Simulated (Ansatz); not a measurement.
BaTiO3:

```xyz
5
Lattice="3.7289 -0.4219 0.0224 -0.2845 3.2755 3.1101 0.3164 -2.7537 2.5899" Properties=species:S:1:pos:R:3 pbc="T T T"
Ba    0.0458    0.5154    5.6877
Ti    1.8813    0.0598    2.9237
O     3.7392   -0.1702    2.8371
O     2.0361   -1.3068    4.1468
O     1.7315    1.6712    4.3891
```

The cell isn't the ideal one: cell sheared at random, sigma 0.1, atoms nudged by 0.01 Å.

* Program: Ansatz 0.2.0
* Task: relaxation of cell and atoms
* Functional: PBE
* Potentials or basis: Ansatz PAW
* Cutoff: 420 eV (not typed: the program's choice for these potentials)
* k mesh: 7 × 6 × 7
* Occupations: fermi-dirac, width 0.05 eV
* Spin: no spin polarisation

At the start: volume 12.57 Å³/atom.

Where does the relaxation end?

It ends after 18 steps and the volume is 13.39 Å³/atom (+6.5 %); space group R3m (No. 160, to 0.05 Å).

Step by step:
| step | energy change (eV) | largest force (eV/Å) | volume (Å³) |
| --- | --- | --- | --- |
| 1 | 0.0000 | 0.7229 | 62.84 |
| 2 | -0.9350 | 0.7650 | 65.18 |
| 3 | -1.6410 | 0.8836 | 65.41 |
| 4 | -1.9897 | 0.1134 | 65.69 |
| 5 | -1.9919 | 0.1137 | 66.07 |
| 6 | -1.9916 | 0.0243 | 66.42 |
| 7 | -1.9922 | 0.0095 | 66.31 |
| 8 | -1.9922 | 0.0025 | 66.29 |
| 9 | -2.1054 | 0.0081 | 66.29 |
| 10 | -2.1259 | 0.0400 | 67.15 |
| 11 | -2.1272 | 0.0044 | 66.95 |
| 12 | -2.1274 | 0.0116 | 66.90 |
| 13 | -2.1273 | 0.0003 | 66.93 |
| 14 | -2.1325 | 0.0005 | 66.93 |
| 15 | -2.1332 | 0.0025 | 66.92 |
| 16 | -2.1334 | 0.0027 | 66.92 |
| 17 | -2.1335 | 0.0011 | 66.93 |
| 18 | -2.1336 | 0.0012 | 66.93 |

Final structure:
```xyz
5
Lattice="4.0526 0.0015 0.0138 0.0111 2.8702 2.8859 0.0114 -2.8609 2.8772" Properties=species:S:1:pos:R:3 pbc="T T T"
Ba    0.0582    0.0118    5.8136
Ti    2.1297    0.0098    3.0222
O     3.9939    0.0053    2.8463
O     2.0134   -1.3963    4.2495
O     2.0150    1.4055    4.2519
```

Caveat: the plane-wave basis is chosen anew once the cell has moved, so the energies of steps on either side of that aren't comparable; the pressure holds a Pulay correction of +0.5 GPa for the finite cutoff.
